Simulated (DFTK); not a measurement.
# MgO in DFTK: convergence with k mesh

The system is MgO.

```
CELL_PARAMETERS angstrom
0.00000 2.25893 2.25893
2.25893 0.00000 2.25893
2.25893 2.25893 0.00000
ATOMIC_POSITIONS crystal
Mg 0.00000 0.00000 0.00000
O 0.50000 0.50000 0.50000
```

The cell is a database's computed one.

The cell isn't the ideal one: cell stretched.

```yaml
Program: DFTK 0.8.2
Task: convergence study
Functional: PBE
Potentials_or_basis: dojo.nc.sr.pbe.v0_5.standard.upf (PBE)
Cutoff: 1143 eV
k_mesh: 2 × 2 × 2
Occupations: fermi-dirac, width 0.1 eV
Spin: no spin polarisation
```

These are the settings of the first run; the series varies k mesh, with any setting tied to it.

Hardware: 1 thread of Intel(R) Xeon(R) 6975P-C (Granite Rapids) (shared host).

The values tried are 2 × 2 × 2, 3 × 3 × 3, 5 × 5 × 5, 7 × 7 × 7, 8 × 8 × 8, 10 × 10 × 10, 12 × 12 × 12, 14 × 14 × 14, loosest first. From which on does the gap on the mesh stay within 0.01 eV of the tightest run that finished?

From 5 × 5 × 5 on.

| k mesh | energy less the tightest run, at zero smearing (meV/atom) | pressure (GPa) | gap on the mesh (eV) | SCF cycles |
| --- | --- | --- | --- | --- |
| 2 × 2 × 2 | 382.36 | -15.95 | 2.686 | 12 |
| 3 × 3 × 3 | 40.80 | -18.53 | 2.919 | 11 |
| 5 × 5 × 5 | 1.17 | -18.74 | 2.964 | 10 |
| 7 × 7 × 7 | 0.07 | -18.73 | 2.966 | 11 |
| 8 × 8 × 8 | 0.02 | -18.73 | 2.967 | 11 |
| 10 × 10 × 10 | 0.00 | -18.73 | 2.967 | 11 |
| 12 × 12 × 12 | 0.00 | -18.73 | 2.967 | 12 |
| 14 × 14 × 14 | 0.00 | -18.73 | 2.967 | 12 |

Against the tightest run, the energy stays within 1 meV/atom from 7 × 7 × 7 on; the pressure stays within 0.1 GPa from 5 × 5 × 5 on. Meshes of other sizes hit other points, so gaps and Fermi surfaces needn't settle smoothly. The tightest run that finished is the yardstick and may itself not be fully converged.
